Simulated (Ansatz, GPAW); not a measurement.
Given: the input of a run of GPAW 26.7.0 (ASE script) on InAs. 

The input run.py:

```python
from ase import Atoms
from ase.dft.bandgap import bandgap
from ase.io import write
from ase.units import GPa
from gpaw import GPAW, PW

atoms = Atoms(['In', 'As'],
              cell=[[0.0, 3.018, 3.018],
                    [3.018, 0.0, 3.018],
                    [3.018, 3.018, 0.0]],
              scaled_positions=[[0.0, 0.0, 0.0],
                                [0.75, 0.75, 0.75]],
              pbc=True)

calc = GPAW(mode=PW(600),
            xc='PBE',
            kpts={'size': (8, 8, 8), 'gamma': True},
            occupations={'name': 'methfessel-paxton', 'order': 0, 'width': 0.020999999999999998},
            nbands=18,
            convergence={'density': 1e-05, 'energy': 1e-05},
            maxiter=150,
            txt='gpaw.txt')
atoms.calc = calc
energy = atoms.get_potential_energy()
forces = atoms.get_forces()
stress = atoms.get_stress()
calc.write('gs.gpw')
write('result.traj', atoms)
print(f'Energy: {energy:.6f} eV')
print('Forces (eV/A):')
print(forces.round(4))
print('Stress (GPa):', (stress / GPa).round(3))
print('Fermi level:', round(calc.get_fermi_level(), 4), 'eV')
print(f'Gap: {bandgap(calc)[0]:.4f} eV, direct: {bandgap(calc, direct=True)[0]:.4f} eV')
```

Potentials or basis: GPAW PAW data sets (gpaw-data 1.2.1), pw.

Command:

```sh
$ OMP_NUM_THREADS=1 python run.py
```

Problem. Set up the same calculation for Ansatz 0.2.0. Potentials or basis there: all-electron LAPW, scalar-relativistic.

Solution. As run (cutoffs and basis follow the program's own potentials, and thresholds, step limits or extra output files can differ):

input.yaml

```yaml
crystal:
  lattice:
    - [0.0, 3.018, 3.018]
    - [3.018, 0.0, 3.018]
    - [3.018, 3.018, 0.0]
  atoms:
    - { symbol: In, position: [0.0, 0.0, 0.0] }
    - { symbol: As, position: [0.75, 0.75, 0.75] }
kpoints:
  mp_grid: { grid: [8, 8, 8] }
scf:
  occupations: { method: gaussian, width: 0.021 }
hamiltonian:
  xc: pbe
  pseudopotentials: { kind: all_electron, lapw: { basis_error: 0.001 } }
output:
  forces: true
  stress: true
  eigenvalues: true
```

Potentials or basis: all-electron LAPW, scalar-relativistic.

The run is started by

```sh
$ ansatz run input.yaml --threads 1 --pin off --max-ram 3072MiB --backend cpu --events-out ev --progress --plain --runs-dir out
```

Both were run:

|  | GPAW | Ansatz |
| --- | --- | --- |
| Pressure | 4.0 GPa | 4.3 GPa |

Where Ansatz's input types no cutoff or centring, it takes its own default and a Γ-centred mesh.

Pressure is positive in compression.
